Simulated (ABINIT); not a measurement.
# BAs (F-43m) in ABINIT: further runs

Aim: see how the results for BAs move with the level of theory and the settings. Levels: PBE, HSE06. Tasks: single point.

Everything below comes from runs of ABINIT 10.8.3 (patched build). Logs are shortened: lines on timing, memory, paths and dates and some standing lists are left out, and cuts for length are marked. The log counts tension as positive stress, the text compression.

## 1. The crystal as given

The structure is cubic, space group F-43m (No. 216). The conventional cell has a = 4.777 Å, b = 4.777 Å, c = 4.777 Å, α = 90.00°, β = 90.00°, γ = 90.00°. Around As (site symmetry -43m) lie 4 B at 2.07 Å. Around B (site symmetry -43m) lie 4 As at 2.07 Å.

## 2. Single point, PBE

Contents of run.abi:

```
# Pseudopotentials
pp_dirpath "./"
pseudos "As_ONCV_PBE-1.2.upf, B_ONCV_PBE-1.2.upf"

# Structure
acell 3*1.0
rprim
     0.0000000000     4.5136108487     4.5136108487
     4.5136108487     0.0000000000     4.5136108487
     4.5136108487     4.5136108487     0.0000000000
ntypat 2
znucl 33 5
natom 2
typat 1 2
xred
     0.7500000000     0.7500000000     0.7500000000
     0.0000000000     0.0000000000     0.0000000000

# Plane-wave basis
ecut 18.0

# k points
kptopt 1
ngkpt 6 6 6
nshiftk 1
shiftk 0.0 0.0 0.0

# Exchange and correlation
ixc 11

# Bands and occupations
nband 6
occopt 1

# SCF cycle
nstep 100
tolvrs 1.0e-10
diemac 6.0

# Output
iomode 3
prtwf 0
prtden 0
prteig 0
prtebands 0
prtvol 2
```

Potentials or basis: SG15 NC PBE v1.2.

Command:

```sh
$ mpirun --bind-to none -np 8 abinit run.abi > log 2>&1
```

run.abo:

```text
.Version 10.8.3 of ABINIT
 Symmetries : space group F-4 3 m (#216); Bravais cF (face-center cubic)
================================================================================
 Values of the parameters that define the memory need of the present run
     intxc =       0    ionmov =       0      iscf =       7    lmnmax =       6
     lnmax =       6     mgfft =      27  mpssoang =       3    mqgrid =    3001
     natom =       2  nloc_mem =       1    nspden =       1   nspinor =       1
    nsppol =       1      nsym =      24    n1xccc =       0    ntypat =       2
    occopt =       1   xclevel =       2
       mpw =         682          nfft =       19683          nkpt =          16
================================================================================
================================================================================

--------------------------------------------------------------------------------
------------- Echo of variables that govern the present computation ------------
--------------------------------------------------------------------------------
 -outvars: echo values of preprocessed input variables --------
            acell      1.0000000000E+00  1.0000000000E+00  1.0000000000E+00 Bohr
              amu      7.49215900E+01  1.08110000E+01
           diemac      6.00000000E+00
             ecut      1.80000000E+01 Hartree
              ixc          11
         kptrlatt        6    0    0      0    6    0      0    0    6
          kptrlen      3.82992581E+01
            natom           2
            nband           6
            ngfft          27      27      27
             nkpt          16
            nstep         100
             nsym          24
           ntypat           2
           prtden           0
        prtebands           0
           prteig           0
           prtvol           2
            prtwf           0
            rprim      0.0000000000E+00  4.5136108487E+00  4.5136108487E+00
                       4.5136108487E+00  0.0000000000E+00  4.5136108487E+00
                       4.5136108487E+00  4.5136108487E+00  0.0000000000E+00
          spgroup         216
           tolvrs      1.00000000E-10
            typat      1  2
           xangst      3.5827499976E+00  3.5827499976E+00  3.5827499976E+00
                       0.0000000000E+00  0.0000000000E+00  0.0000000000E+00
            xcart      6.7704162730E+00  6.7704162730E+00  6.7704162730E+00
                       0.0000000000E+00  0.0000000000E+00  0.0000000000E+00
             xred      7.5000000000E-01  7.5000000000E-01  7.5000000000E-01
                       0.0000000000E+00  0.0000000000E+00  0.0000000000E+00
            znucl       33.00000    5.00000

================================================================================

 chkinp: Checking input parameters for consistency.

================================================================================
== DATASET  1 ==================================================================

--- !DatasetInfo
iteration_state: {dtset: 1, }
dimensions: {natom: 2, nkpt: 16, mband: 6, nsppol: 1, nspinor: 1, nspden: 1, mpw: 682, }
cutoff_energies: {ecut:  18.0, pawecutdg:  -1.0, }
electrons: {nelect:   8.00000000E+00, charge:   0.00000000E+00, occopt:   1.00000000E+00, tsmear:   1.00000000E-02, }
meta: {optdriver: 0, ionmov: 0, optcell: 0, iscf: 7, paral_kgb: 0, }
...

 Exchange-correlation functional for the present dataset will be:
  GGA: Perdew-Burke-Ernzerhof functional - ixc=11
  J.P.Perdew, K.Burke, M.Ernzerhof, PRL 77, 3865 (1996)

 Real(R)+Recip(G) space primitive vectors, cartesian coordinates (Bohr,Bohr^-1):
 R(1)=  0.0000000  4.5136108  4.5136108  G(1)= -0.1107761  0.1107761  0.1107761
 R(2)=  4.5136108  0.0000000  4.5136108  G(2)=  0.1107761 -0.1107761  0.1107761
 R(3)=  4.5136108  4.5136108  0.0000000  G(3)=  0.1107761  0.1107761 -0.1107761
 Unit cell volume ucvol=  1.8390873E+02 bohr^3
 Angles (23,13,12)=  6.00000000E+01  6.00000000E+01  6.00000000E+01 degrees

 getcut: wavevector=  0.0000  0.0000  0.0000  ngfft=  27  27  27
         ecut(hartree)=     18.000   => boxcut(ratio)=   2.13587

--- Pseudopotential description ------------------------------------------------
- pspini: atom type   1  psp file is ./As_ONCV_PBE-1.2.upf
12 -101130 2 -1 602                           pspcod,pspxc,lmax,lloc,mmax
     nproj     2     2     2

- pspini: atom type   2  psp file is ./B_ONCV_PBE-1.2.upf
12 -101130 1 -1 602                           pspcod,pspxc,lmax,lloc,mmax
[... 85 lines left out ...]
  3.11E-16 3.35E-16 9.14E-16 3.92E-16 1.38E-10 4.86E-08
   0.3333  0.3333  0.0000    1  3.24012E-15 kpt; spin; max resid(k); each band:
  1.17E-15 6.99E-16 1.52E-16 1.31E-16 3.24E-15 2.51E-15
   0.5000  0.3333  0.0000    1  5.53524E-15 kpt; spin; max resid(k); each band:
  5.80E-16 1.02E-15 2.11E-15 8.28E-17 3.49E-15 5.54E-15
  -0.3333  0.3333  0.0000    1  3.13297E-07 kpt; spin; max resid(k); each band:
  2.29E-16 1.23E-15 1.22E-15 1.50E-16 2.26E-15 3.13E-07
   0.5000  0.5000  0.0000    1  1.20688E-15 kpt; spin; max resid(k); each band:
  5.35E-16 1.21E-15 6.41E-17 9.82E-17 1.19E-15 8.93E-16
   0.5000  0.3333  0.1667    1  1.19014E-07 kpt; spin; max resid(k); each band:
  5.97E-16 9.43E-16 1.49E-15 1.27E-15 1.38E-12 1.19E-07
  -0.3333  0.3333  0.1667    1  5.63358E-12 kpt; spin; max resid(k); each band:
  1.84E-16 1.82E-15 9.32E-16 1.86E-15 3.61E-13 5.63E-12
  -0.3333  0.5000  0.1667    1  9.97758E-15 kpt; spin; max resid(k); each band:
  1.02E-16 6.91E-16 9.41E-16 3.00E-15 2.06E-15 9.98E-15
 reduced coordinates (array xred) for    2 atoms
       0.750000000000      0.750000000000      0.750000000000
       0.000000000000      0.000000000000      0.000000000000
 rms dE/dt=  0.0000E+00; max dE/dt=  0.0000E+00; dE/dt below (all hartree)
    1       0.000000000000      0.000000000000      0.000000000000
    2       0.000000000000      0.000000000000      0.000000000000

 cartesian coordinates (angstrom) at end:
    1      3.58274999759430     3.58274999759430     3.58274999759430
    2      0.00000000000000     0.00000000000000     0.00000000000000

 cartesian forces (hartree/bohr) at end:
    1     -0.00000000000000    -0.00000000000000    -0.00000000000000
    2     -0.00000000000000    -0.00000000000000    -0.00000000000000
 frms,max,avg= 0.0000000E+00 0.0000000E+00   0.000E+00  0.000E+00  0.000E+00 h/b

 cartesian forces (eV/Angstrom) at end:
    1     -0.00000000000000    -0.00000000000000    -0.00000000000000
    2     -0.00000000000000    -0.00000000000000    -0.00000000000000
 frms,max,avg= 0.0000000E+00 0.0000000E+00   0.000E+00  0.000E+00  0.000E+00 e/A
 length scales=  1.000000000000  1.000000000000  1.000000000000 bohr
              =  0.529177210544  0.529177210544  0.529177210544 angstroms
 Fermi (or HOMO) energy (hartree) =   0.28089   Average Vxc (hartree)=  -0.37276
 Eigenvalues (hartree) for nkpt=  16  k points:
 kpt#   1, nband=  6, wtk=  0.00463, kpt=  0.0000  0.0000  0.0000 (reduced coord)
  -0.28384    0.28089    0.28089    0.28089    0.40162    0.40162
 kpt#   2, nband=  6, wtk=  0.03704, kpt=  0.1667  0.0000  0.0000 (reduced coord)
  -0.26724    0.17254    0.25592    0.25592    0.40241    0.43418
 kpt#   3, nband=  6, wtk=  0.03704, kpt=  0.3333  0.0000  0.0000 (reduced coord)
  -0.22084    0.03393    0.22536    0.22536    0.38642    0.45893
 kpt#   4, nband=  6, wtk=  0.01852, kpt=  0.5000  0.0000  0.0000 (reduced coord)
  -0.17867   -0.04102    0.21418    0.21418    0.38015    0.45738
 kpt#   5, nband=  6, wtk=  0.02778, kpt=  0.1667  0.1667  0.0000 (reduced coord)
  -0.26164    0.19724    0.21817    0.21817    0.36373    0.48826
 kpt#   6, nband=  6, wtk=  0.11111, kpt=  0.3333  0.1667  0.0000 (reduced coord)
  -0.22458    0.08027    0.18448    0.18871    0.38170    0.47559
 kpt#   7, nband=  6, wtk=  0.11111, kpt=  0.5000  0.1667  0.0000 (reduced coord)
  -0.17249   -0.01978    0.14690    0.18600    0.39309    0.48513
 kpt#   8, nband=  6, wtk=  0.11111, kpt= -0.3333  0.1667  0.0000 (reduced coord)
  -0.18870    0.00701    0.13252    0.21008    0.41098    0.48929
 kpt#   9, nband=  6, wtk=  0.05556, kpt= -0.1667  0.1667  0.0000 (reduced coord)
  -0.24035    0.11442    0.16035    0.24825    0.42749    0.44897
 kpt#  10, nband=  6, wtk=  0.02778, kpt=  0.3333  0.3333  0.0000 (reduced coord)
  -0.19810    0.06315    0.15422    0.15422    0.32826    0.39678
 kpt#  11, nband=  6, wtk=  0.11111, kpt=  0.5000  0.3333  0.0000 (reduced coord)
  -0.15127   -0.00123    0.09743    0.14675    0.34892    0.42383
 kpt#  12, nband=  6, wtk=  0.05556, kpt= -0.3333  0.3333  0.0000 (reduced coord)
  -0.14399   -0.00706    0.05829    0.16907    0.37275    0.54747
 kpt#  13, nband=  6, wtk=  0.01389, kpt=  0.5000  0.5000  0.0000 (reduced coord)
  -0.13057   -0.03134    0.13142    0.13142    0.33408    0.33445
 kpt#  14, nband=  6, wtk=  0.11111, kpt=  0.5000  0.3333  0.1667 (reduced coord)
  -0.18126    0.03346    0.10234    0.16309    0.42019    0.47257
 kpt#  15, nband=  6, wtk=  0.11111, kpt= -0.3333  0.3333  0.1667 (reduced coord)
  -0.14370   -0.01385    0.08254    0.13934    0.44051    0.47433
 kpt#  16, nband=  6, wtk=  0.05556, kpt= -0.3333  0.5000  0.1667 (reduced coord)
  -0.12620   -0.01949    0.09216    0.09919    0.42025    0.42803
 Total charge density [el/Bohr^3]
)     Maximum=    1.1968E-01  at reduced coord.    0.9259    0.9259    0.9630
)Next maximum=    1.1968E-01  at reduced coord.    0.1852    0.9259    0.9630
)     Minimum=    4.5500E-03  at reduced coord.    0.2593    0.2593    0.2222
)Next minimum=    4.5500E-03  at reduced coord.    0.2593    0.2222    0.2593
   Integrated=    8.0000E+00

--- !EnergyTerms
iteration_state     : {dtset: 1, }
comment             : Components of total free energy in Hartree
kinetic             :  4.10124027222844E+00
hartree             :  6.27223159135402E-01
xc                  : -2.69371677571850E+00
Ewald energy        : -9.96670934051266E+00
psp_core            :  2.84392943805310E-01
local_psp           : -3.05913965279950E+00
non_local_psp       :  1.53141882959461E+00
total_energy        : -9.17529056426690E+00
total_energy_eV     : -2.49672375463372E+02
band_energy         :  3.20088435370673E-01
...

 Cartesian components of stress tensor (hartree/bohr^3)
  sigma(1 1)= -7.19422527E-05  sigma(3 2)=  0.00000000E+00
  sigma(2 2)= -7.19422527E-05  sigma(3 1)=  0.00000000E+00
  sigma(3 3)= -7.19422527E-05  sigma(2 1)=  0.00000000E+00

-Cartesian components of stress tensor (GPa)         [Pressure=  2.1166E+00 GPa]
- sigma(1 1)= -2.11661415E+00  sigma(3 2)=  0.00000000E+00
- sigma(2 2)= -2.11661415E+00  sigma(3 1)=  0.00000000E+00
- sigma(3 3)= -2.11661415E+00  sigma(2 1)=  0.00000000E+00

== END DATASET(S) ==============================================================
================================================================================

 -outvars: echo values of variables after computation  --------
            acell      1.0000000000E+00  1.0000000000E+00  1.0000000000E+00 Bohr
           etotal     -9.1752905643E+00
            fcart     -0.0000000000E+00 -0.0000000000E+00 -0.0000000000E+00
                      -0.0000000000E+00 -0.0000000000E+00 -0.0000000000E+00
            rprim      0.0000000000E+00  4.5136108487E+00  4.5136108487E+00
                       4.5136108487E+00  0.0000000000E+00  4.5136108487E+00
                       4.5136108487E+00  4.5136108487E+00  0.0000000000E+00
           strten     -7.1942252653E-05 -7.1942252653E-05 -7.1942252653E-05
                       0.0000000000E+00  0.0000000000E+00  0.0000000000E+00
           xangst      3.5827499976E+00  3.5827499976E+00  3.5827499976E+00
                       0.0000000000E+00  0.0000000000E+00  0.0000000000E+00
             xred      7.5000000000E-01  7.5000000000E-01  7.5000000000E-01
                       0.0000000000E+00  0.0000000000E+00  0.0000000000E+00
 Calculation completed.
```

It took 1.8 s on 8 MPI ranks of Intel Xeon Platinum 8259CL at 2.50GHz (Skylake/Cascade Lake), shared host; peak memory 0.48 GiB.

Results:

| Property | Result |
| --- | --- |
| Free energy | -249.6724 eV |
| Pressure | 2.1 GPa |
| Band gap on the k mesh | 1.29 eV, indirect (least direct gap 3.29 eV) |
| Valence electrons inside the program's atomic spheres | As 2.51; B 2.52 |

Levels at points of the mesh, in eV from the valence-band top:
```
           k point  band 1  band 2  band 3  band 4  band 5  band 6
(0.00, 0.00, 0.00)  -15.37    0.00    0.00    0.00    3.29    3.29
(0.50, 0.00, 0.00)  -12.51   -8.76   -1.82   -1.82    2.70    4.80
(0.50, 0.50, 0.00)  -11.20   -8.50   -4.07   -4.07    1.45    1.46
```

A k mesh can miss the band edges. Expect the measured gap to be larger: semilocal functionals such as PBE lack the derivative discontinuity.

## 3. Single point, HSE06

Changes to run.abi since step 2:

```diff
@@ -28,3 +28,3 @@
 # Exchange and correlation
-ixc 11
+ixc -428
 
@@ -35,5 +35,5 @@
 # SCF cycle
-nstep 100
-tolvrs 1.0e-10
+nstep 60
 diemac 6.0
+toldfe 1.0e-7
```

Potentials or basis: SG15 NC PBE v1.2.

Command:

```sh
$ mpirun --bind-to none -np 8 abinit run.abi > log 2>&1
```

run.abo:

```text
.Version 10.8.3 of ABINIT
 Symmetries : space group F-4 3 m (#216); Bravais cF (face-center cubic)
================================================================================
 Values of the parameters that define the memory need of the present run
     intxc =       0    ionmov =       0      iscf =       7    lmnmax =       6
     lnmax =       6     mgfft =      27  mpssoang =       3    mqgrid =    3001
     natom =       2  nloc_mem =       1    nspden =       1   nspinor =       1
    nsppol =       1      nsym =      24    n1xccc =       0    ntypat =       2
    occopt =       1   xclevel =       2
       mpw =         692          nfft =       19683          nkpt =          16
================================================================================
================================================================================

--------------------------------------------------------------------------------
------------- Echo of variables that govern the present computation ------------
[... 268 lines left out ...]
- sigma(3 3)= -1.55040066E-01  sigma(2 1)=  0.00000000E+00

== END DATASET(S) ==============================================================
================================================================================

 -outvars: echo values of variables after computation  --------
            acell      1.0000000000E+00  1.0000000000E+00  1.0000000000E+00 Bohr
           etotal     -9.1755024736E+00
            fcart     -0.0000000000E+00 -0.0000000000E+00 -0.0000000000E+00
                      -0.0000000000E+00 -0.0000000000E+00 -0.0000000000E+00
            rprim      0.0000000000E+00  4.5136108487E+00  4.5136108487E+00
                       4.5136108487E+00  0.0000000000E+00  4.5136108487E+00
                       4.5136108487E+00  4.5136108487E+00  0.0000000000E+00
           strten     -5.2697047465E-06 -5.2697047465E-06 -5.2697047465E-06
                       0.0000000000E+00  0.0000000000E+00  0.0000000000E+00
           xangst      3.5827499976E+00  3.5827499976E+00  3.5827499976E+00
                       0.0000000000E+00  0.0000000000E+00  0.0000000000E+00
             xred      7.5000000000E-01  7.5000000000E-01  7.5000000000E-01
                       0.0000000000E+00  0.0000000000E+00  0.0000000000E+00
 Calculation completed.
```

It took 4.6 min on 8 MPI ranks of Intel Xeon Platinum 8259CL at 2.50GHz (Skylake/Cascade Lake), shared host; peak memory 0.56 GiB.

What came out:

```
Free energy                                           : -249.6781 eV
Pressure                                              : 0.2 GPa
Band gap on the k mesh                                : 1.95 eV, indirect (least direct gap 4.11 eV)
Valence electrons inside the program's atomic spheres : As 2.51; B 2.52
```

Levels at points of the mesh, in eV from the valence-band top:
| k point | band 1 | band 2 | band 3 | band 4 | band 5 | band 6 |
| --- | --- | --- | --- | --- | --- | --- |
| (0.00, 0.00, 0.00) | -16.94 | 0.00 | 0.00 | 0.00 | 4.11 | 4.11 |
| (0.50, 0.00, 0.00) | -13.78 | -9.67 | -1.98 | -1.98 | 3.50 | 5.72 |
| (0.50, 0.50, 0.00) | -12.29 | -9.46 | -4.45 | -4.45 | 2.12 | 2.13 |

Caveat: Libxc's HSE differs a little from that of other programs; the potentials were made for another functional, which shifts forces and pressure. A k mesh can miss the band edges.
